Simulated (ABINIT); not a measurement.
Crystal: BaZrO3.

```
Ba Zr O
1.0
     4.19134    0.00000    0.00000
     0.00000    4.19134    0.00000
     0.00000    0.00000    4.19134
Ba Zr O
1 1 3
Direct
  0.00000 0.00000 0.00000
  0.50000 0.50000 0.50000
  0.50000 0.50000 0.00000
  0.50000 0.00000 0.50000
  0.00000 0.50000 0.50000
```

```yaml
Program: ABINIT 10.8.3 (patched build)
Task: relaxation of cell and atoms
Functional: PBE
Potentials_or_basis: PseudoDojo NC SR PBE v0.4.1 standard
Cutoff: 1143 eV
k_mesh: 4 × 4 × 4
Occupations: fermi-dirac, width 0.05 eV
Spin: no spin polarisation
```

At the start: pressure 4.3 GPa; volume 14.73 Å³/atom.

Question: How do energy, volume and symmetry change on relaxing?

Answer: Over 4 steps the energy falls by 5.2 meV/atom and the volume is 15.13 Å³/atom (+2.7 %); space group Pm-3m (No. 221, to 0.05 Å).

Step by step:
```csv
step,energy change (eV),largest force (eV/Å),pressure (GPa),volume (Å³)
1,0.0000,0.0000,4.25,73.63
2,-0.0191,0.0000,2.13,74.59
3,-0.0259,0.0000,0.07,75.59
4,-0.0259,0.0000,0.00,75.63
```

Final structure:
```yaml
crystal:
  lattice:
    - [4.22892, 0.00000, 0.00000]
    - [0.00000, 4.22892, 0.00000]
    - [0.00000, 0.00000, 4.22892]
  atoms:
    - { symbol: Ba, position: [0.00000, 0.00000, 0.00000] }
    - { symbol: Zr, position: [0.50000, 0.50000, 0.50000] }
    - { symbol: O, position: [0.50000, 0.50000, 0.00000] }
    - { symbol: O, position: [0.50000, 0.00000, 0.50000] }
    - { symbol: O, position: [0.00000, 0.50000, 0.50000] }
```

Caveat: this set's barium file shifts pressures by 1 GPa against other sets; this release of the barium file is off.
